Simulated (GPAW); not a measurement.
BaTiO3:

```
Ba Ti O
1.0
     2.82737    1.63238    2.31839
    -2.82737    1.63238    2.31839
     0.00000   -3.26476    2.31839
Ba Ti O
1 1 3
Direct
  0.00000 0.00000 0.00000
  0.48450 0.48450 0.48450
  0.50860 0.01750 0.50860
  0.01750 0.50860 0.50860
  0.50860 0.50860 0.01750
```

Base run:

| Item | Value |
| --- | --- |
| Program | GPAW 26.7.0 |
| Functional | r2SCAN |
| Potentials or basis | GPAW PAW data sets (gpaw-data 1.2.1) |
| Cutoff | 800 eV |
| Basis | pw |
| k mesh | 5 × 5 × 5 |
| Occupations | fermi-dirac, width 0.05 eV |
| Spin | no spin polarisation |

Its results: band gap on the k mesh 2.91 eV, indirect (least direct gap 3.19 eV); pressure 3.4 GPa; largest force 0.176 eV/Å.

The run is repeated on the same cell with these changes: functional from r2SCAN to LDA; potentials or basis from GPAW PAW data sets (gpaw-data 1.2.1) to the program's PAW data sets (release 1.2.1) made for this functional. What comes out?

Band gap on the k mesh 2.45 eV, indirect (least direct gap 2.72 eV); pressure -4.6 GPa; largest force 0.154 eV/Å.

Caveats: spin-orbit coupling is left out, which moves the levels of the heavy elements; the mesh misses the band edges, which the band path finds closer together; the PAW data sets were made with another functional, which shifts forces and pressure a little (some runs).

Not every run made on this cell is shown here.
